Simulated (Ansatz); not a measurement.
# Hf (P6_3/mmc) in Ansatz: band structure with PBE

Aim: the band structure of Hf with PBE.

Program: Ansatz 0.2.0. These are calculated values, not measurements. Logs are shortened: lines on timing, memory, paths and dates and some standing lists are left out, and cuts for length are marked.

## Step 1: The crystal as given

Symmetry: P6_3/mmc, No. 194, hexagonal system. Conventional cell: a = 3.197 Å, b = 3.197 Å, c = 5.058 Å, α = 90.00°, β = 90.00°, γ = 120.00°. Hf (site symmetry -6m2) has 12 Hf at 3.13 to 3.20 Å as nearest neighbours.

## Step 2: Band structure, PBE

Contents of input.yaml:

```yaml
crystal:
  lattice:
    - [3.1967, 0.0, 0.0]
    - [-1.59835, 2.7684234083, 0.0]
    - [0.0, 0.0, 5.0578]
  atoms:
    - { symbol: Hf, position: [0.6666666667, 0.3333333333, 0.75] }
    - { symbol: Hf, position: [0.3333333333, 0.6666666667, 0.25] }
kpoints:
  mp_grid: { grid: [10, 10, 5] }
  band_path:
    path:
      - [0.0, 0.0, 0.0]
      - [0.5, 0.0, 0.0]
      - [0.3333333333, 0.3333333333, 0.0]
      - [0.0, 0.0, 0.0]
      - [0.0, 0.0, 0.5]
      - [0.5, 0.0, 0.5]
      - [0.3333333333, 0.3333333333, 0.5]
      - [0.0, 0.0, 0.5]
    npoints: 10
scf:
  occupations: { method: fermi_dirac, width: 0.05 }
hamiltonian:
  xc: pbe
  pseudopotentials: { kind: all_electron, lapw: { basis_error: 0.001 } }
output:
  forces: true
  stress: true
  eigenvalues: true
```

Potentials or basis: all-electron LAPW, scalar-relativistic.

On the command line:

```sh
> ansatz run input.yaml --threads 1 --pin off --max-ram 3072MiB --backend cpu --events-out ev --progress --plain --runs-dir out
```

The program printed:

```text
Warning: RAYON_NUM_THREADS=1 ignored (pool sized by the plan → 1); use --threads N
LAPW: plane waves up to 7.471 Å⁻¹, error target 1.0e-3 eV per atom; small_component_spin mean_spin; Hf in spheres of 1.565 Å, 36 of its electrons in bands, Dirac shells [] (how accurate: hamiltonian.pseudopotentials.lapw.basis_error, Limitations)
Engine: ansatz 0.2.0, aarch64-unknown-linux-gnu
Pseudopotentials: kind: all_electron
Pseudopotential: Hf, LAPW, valence charge 36, lapw/all_electron/scalar/gaussian/Hf, Koelling and Harmon's equation, gaussian nucleus
Functional definition: PBE
  parameter kappa = 0.804
  parameter beta = 0.06672455060314922
  exchange = pbe_x(kappa = kappa, mu = beta*pi^2/3)
  correlation = pbe_c(beta = beta)
Crystal: 2 atoms, lattice volume = 44.761 Å³
Basis set: ecut = 212.66289712661157 eV, 313 PW (Γ), exchange–correlation at level 2
Bands: 44, of which v1, the nominal top of the filled ones, is band 36 counted from 1 (35 counted from 0)
Symmetry: 24 space group operations
Space group: P63/mmc (ITA 194), of the structure as read, at distance tolerance 3.6e-5 Å
k-points: 42 of 500
Non-local potential: Hf, projectors of the file, none
Initial density: superposition of atomic densities (chi_scale 0.1, normalization cell)
Initial wavefunctions: plane waves of lowest kinetic energy (no species holds an atomic orbital)
Functional: x = pbe(κ = 0.804, μ = 0.2195149727645171), c = pbe(β = 0.06672455060314922)
iter 1 solved again at ethr=2.99e-4 eV; its pass at ethr=1.00e-1 eV (dr2=2.15e-1 eV) is discarded
SCF iter   1: F=—  HF=-820500.724509 eV  |F-HF|=—  |Δ(HF+E_count)|=         —  Δρ=2.33e-2  dr2=2.16e-1  ethr=2.99e-4  ⟨swp⟩=2.6  Hψ=11450  notcnv=0
preconditioner: auto → Kerker (q_TF=auto, 2.953 Å⁻¹)  [metal: Δε(μ)=0.032 eV  Ē_g=17.931 eV  σ=0.050 eV  W_gap=0.16  n_scr=22 (ndim 8)  ℏωp=38.5 eV  f_vac=0.000  D(μ)=1.32/eV (n_scr^D=8)]
SCF iter   2: F=—  HF=-820500.543876 eV  |F-HF|=—  |Δ(HF+E_count)|=   1.81e-1  Δρ=1.44e-2  dr2=9.50e-2  ethr=2.99e-4  ⟨swp⟩=2.0  Hψ=5837  notcnv=0
SCF iter   3: F=—  HF=-820500.515423 eV  |F-HF|=—  |Δ(HF+E_count)|=   2.85e-2  Δρ=1.03e-2  dr2=5.16e-2  ethr=1.32e-4  ⟨swp⟩=2.0  Hψ=5508  notcnv=0
SCF iter   4: F=—  HF=-820500.495803 eV  |F-HF|=—  |Δ(HF+E_count)|=   1.96e-2  Δρ=5.58e-3  dr2=1.68e-2  ethr=7.17e-5  ⟨swp⟩=2.0  Hψ=5166  notcnv=0
iter 5 solved again at ethr=1.22e-6 eV; its pass at ethr=2.34e-5 eV (dr2=8.77e-4 eV) is discarded
SCF iter   5: F=—  HF=-820500.495285 eV  |F-HF|=—  |Δ(HF+E_count)|=         —  Δρ=1.23e-3  dr2=8.76e-4  ethr=1.22e-6  ⟨swp⟩=2.0  Hψ=9273  notcnv=0
the basis was enlarged: its passes take 191.6 KiB over the memory plan, 1 of 1 planned eigensolver slots
SCF iter   6: F=—  HF=-820500.495369 eV  |F-HF|=—  |Δ(HF+E_count)|=   8.39e-5  Δρ=3.71e-4  dr2=6.79e-5  ethr=1.22e-6  ⟨swp⟩=2.0  Hψ=5519  notcnv=0
SCF iter   7: F=—  HF=-820500.495368 eV  |F-HF|=—  |Δ(HF+E_count)|=   1.35e-6  Δρ=1.09e-4  dr2=7.21e-6  ethr=9.43e-8  ⟨swp⟩=2.0  Hψ=5519  notcnv=0
SCF iter   8: F=—  HF=-820500.495367 eV  |F-HF|=—  |Δ(HF+E_count)|=   9.27e-7  Δρ=2.79e-5  dr2=4.88e-7  ethr=1.00e-8  ⟨swp⟩=2.0  Hψ=5519  notcnv=0
SCF iter   9: F=-820500.495367 eV  HF=-820500.495367 eV  |F-HF|=1.48e-8  |Δ(HF+E_count)|=   7.26e-8  Δρ=1.08e-5  dr2=5.82e-8  ethr=6.77e-10  ⟨swp⟩=2.0  Hψ=5519  notcnv=0
SCF 1 converged in 9 iterations: F = -820500.495367 eV  dr2 = 5.82e-8
NSCF: frozen V_eff on 71 k-points
SCF converged after 9 iterations
Free energy (F): -820500.495367 eV
Harris-Foulkes:  -820500.495367 eV  (|F-HF|=1.48e-8)
Internal energy: -820500.484360 eV  (E = F + TS)
E sigma→0 (E₀):  -820500.489863 eV
Entropy (-TS):   -0.011007 eV (-5.503 meV/atom)
Fermi energy:    20.203640 eV
--- Per-component energies (eV) ---
  E_band       = -3533.901330
  E_kinetic    = 912958.567284
  E_xc         = -16830.341762
  E_electrostatic = -1716628.709882  (all electrons and nuclei)
  E_smearing   = -0.011007  (= −TS)
  E_closure    = 0.000000  (closes the sum)
  E_atoms      = -820485.842060  (free atoms, spherical and without spin; not in F)
  Σ components = -820500.495367   (vs F -820500.495367, Δ=0.00e0)
  Basis errors (estimates in eV, not in F): energy 2.3e-4 per atom: plane waves 1.9e-4 (9.9e-5 summed), levels above the bands 1.7e-69, relativity 6.2e-8, radial functions 4.3e-5, core shells 1.8e-7; eigenvalues (radial functions only) 8.2e-7; not estimated: angular momenta, meshes, grids; target (lapw.basis_error) 1.0e-3; muffin-tin radii Hf 1.565 Å
--- Forces (eV/Å), atoms counted from 1 ---
  atom   1  Hf     0.00000000     0.00000000     0.00000000
  atom   2  Hf    -0.00000000    -0.00000000    -0.00000000
  max |Σ_I F_I| component: 3.70e-17 eV/Å
--- Stress (GPa, compression-positive) ---
        0.726754      -0.000000      -0.000000
        0.000000       0.726754      -0.000000
       -0.000000      -0.000000       0.378143
  P = ⅓ Tr σ = 0.6106 GPa (6.106 kbar)
--- Band table (eV; the first three rows and the last of 42) ---
  k-point 0: bands = ["-181.1258", "-181.1258", "-181.1258", "-181.1258", "-181.1220", "-181.1220", "-181.0983", "-181.0983", "-181.0983", "-181.0983", "-41.7019", "-41.6306", "-10.8420", "-10.1001", "-10.1001", "-9.9734", "-9.9718", "-9.9718", "8.3287", "8.3621", "8.3634", "8.3634", "8.3648", "8.3648", "8.3691", "8.3757", "8.3757", "8.3836", "8.4028", "8.4028", "8.4436", "8.4471", "12.8377", "16.5021", "20.8472", "21.3873", "21.3873", "21.6676", "22.2095", "22.2095", "22.8496", "22.8496", "25.5498", "25.5498"]
  k-point 1: bands = ["-181.1258", "-181.1258", "-181.1258", "-181.1258", "-181.1220", "-181.1220", "-181.0983", "-181.0983", "-181.0983", "-181.0983", "-41.6951", "-41.6375", "-10.7640", "-10.0880", "-10.0880", "-10.0619", "-9.9842", "-9.9842", "8.3301", "8.3503", "8.3503", "8.3611", "8.3659", "8.3659", "8.3663", "8.3830", "8.3830", "8.3853", "8.4082", "8.4082", "8.4439", "8.4468", "13.2007", "16.2869", "20.4247", "21.2267", "21.2267", "21.3581", "21.9321", "21.9321", "23.3987", "23.3987", "25.6559", "25.6559"]
  k-point 2: bands = ["-181.1258", "-181.1258", "-181.1258", "-181.1258", "-181.1220", "-181.1220", "-181.0983", "-181.0983", "-181.0983", "-181.0983", "-41.6773", "-41.6553", "-10.5554", "-10.2875", "-10.0561", "-10.0561", "-10.0164", "-10.0164", "8.3359", "8.3460", "8.3460", "8.3473", "8.3523", "8.3523", "8.3753", "8.3830", "8.4005", "8.4005", "8.4098", "8.4098", "8.4448", "8.4459", "14.1854", "15.4316", "20.1826", "20.6731", "21.1757", "21.1757", "21.4525", "21.4525", "24.4808", "24.4808", "25.4097", "25.4097"]
  k-point 41: bands = ["-181.1258", "-181.1258", "-181.1258", "-181.1258", "-181.1220", "-181.1220", "-181.0983", "-181.0983", "-181.0983", "-181.0983", "-41.6280", "-41.6252", "-10.6427", "-10.6307", "-10.4443", "-10.3660", "-10.1351", "-10.1112", "8.3523", "8.3593", "8.3622", "8.3665", "8.3693", "8.3719", "8.3809", "8.3829", "8.3838", "8.3844", "8.3863", "8.3913", "8.4246", "8.4248", "18.0799", "18.1473", "18.9573", "19.1296", "19.9142", "20.1649", "22.3284", "23.1988", "25.3126", "25.6525", "27.7550", "28.0960"]
```

Wall time 28 s (1 thread of Arm Neoverse V1, shared host); peak memory 0.33 GiB.

What came out:

* Free energy: -820500.4954 eV
* Pressure: 0.6 GPa
* Band gap along the path: none (metal or under the smearing width)

Stress tensor (GPa, compression positive):
```
0.73 0.00 0.00
0.00 0.73 0.00
0.00 0.00 0.38
```

Levels at the corners of the path, in eV from the Fermi level:
| point | band 33 | band 34 | band 35 | band 36 | band 37 | band 38 | band 39 | band 40 |
| --- | --- | --- | --- | --- | --- | --- | --- | --- |
| Γ | -7.37 | -3.70 | 0.64 | 1.18 | 1.18 | 1.46 | 2.01 | 2.01 |
| M | -3.34 | -2.74 | -2.22 | -0.80 | 0.79 | 0.88 | 1.68 | 5.89 |
| K | -2.12 | -1.80 | -1.80 | -1.44 | 0.38 | 0.38 | 2.06 | 5.21 |
| Γ | -7.37 | -3.70 | 0.64 | 1.18 | 1.18 | 1.46 | 2.01 | 2.01 |
| A | -5.39 | -5.39 | 0.16 | 0.16 | 1.07 | 1.07 | 1.07 | 1.07 |
| L | -3.40 | -3.40 | -0.98 | -0.98 | 1.19 | 1.19 | 2.66 | 2.66 |
| H | -1.75 | -1.75 | -1.45 | -1.45 | -0.19 | -0.19 | 2.54 | 2.54 |
| A | -5.39 | -5.39 | 0.16 | 0.16 | 1.07 | 1.07 | 1.07 | 1.07 |

Caveat: spin-orbit coupling is left out, which moves the levels of the heavy elements.
